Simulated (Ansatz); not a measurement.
# GeSe: Ge-73 NMR of the central transition

Cell: a structure deposited in the COD, its atoms then relaxed with PBE in this cell.

Space group Pnma (No. 62); a = 10.7900, b = 3.8200, c = 4.3800 Å.

```csv
site,Wyckoff,site symmetry,x,y,z
Ge,4c,.m.,0.1191,0.7500,0.8876
Se,4c,.m.,0.8548,0.7500,0.5043
```

One atom of each set is listed.

Method: Kohn–Sham DFT in Ansatz, PBE, plane waves and PAW (field gradients read without the response of the frozen cores, which leaves them typically 4 to 6 % off), scalar-relativistic, 420 eV cutoff, Γ-centred 3×7×6 k-points, Fermi–Dirac smearing 0.02 eV.

Ge-73 has I = 9/2 and Q = -196.0 mb (Pyykkö 2018); at 11.7 T its Larmor frequency is ν₀ = 17.4 MHz. Only the quadrupole interaction is simulated: positions count from each site's isotropic chemical shift, and shift anisotropy, dipolar and J coupling are left out.

Task: Simulate the second-order pattern (static powder, Gaussian broadening 10 kHz) of site Ge (3 Se at 2.58–2.59 Å; also 3 Se at 3.29–3.31 Å).

Result: The calculation gives C_Q = 27.1 MHz and η = 0.35, so ν_Q = 1.13 MHz and the centre of gravity lies at -3494 ppm (-60.9 kHz).

| offset (kHz) | height |
| --- | --- |
| -289.4 | 0 |
| -277.8 | 0 |
| -266.2 | 12 |
| -254.6 | 39 |
| -243.0 | 42 |
| -231.4 | 44 |
| -219.8 | 46 |
| -208.2 | 47 |
| -196.6 | 50 |
| -185.0 | 53 |
| -173.4 | 56 |
| -161.8 | 60 |
| -150.2 | 67 |
| -138.6 | 79 |
| -127.0 | 97 |
| -115.4 | 80 |
| -103.8 | 69 |
| -92.2 | 63 |
| -80.6 | 60 |
| -69.0 | 57 |
| -57.4 | 56 |
| -45.8 | 55 |
| -34.2 | 54 |
| -22.6 | 54 |
| -11.0 | 54 |
| 0.6 | 53 |
| 12.2 | 44 |
| 23.8 | 45 |
| 35.4 | 48 |
| 47.0 | 52 |
| 58.6 | 58 |
| 70.2 | 71 |
| 81.8 | 100 |
| 93.4 | 72 |
| 105.0 | 50 |
| 116.6 | 43 |
| 128.2 | 37 |
| 139.8 | 11 |
| 151.4 | 0 |
| 163.0 | 0 |

At Ge V_zz stands upright on the plane through its three neighbours (within 8°).

The relaxation (7 steps) took 40 s of wall time (40 s of CPU time) and 0.71 GiB at its peak, on 1 thread of AMD EPYC 9R45 (Zen 5) (x86_64; 16 cores open to the job, memory cap 3.0 GiB, no GPU), a shared host with a load of 0.1 a core.
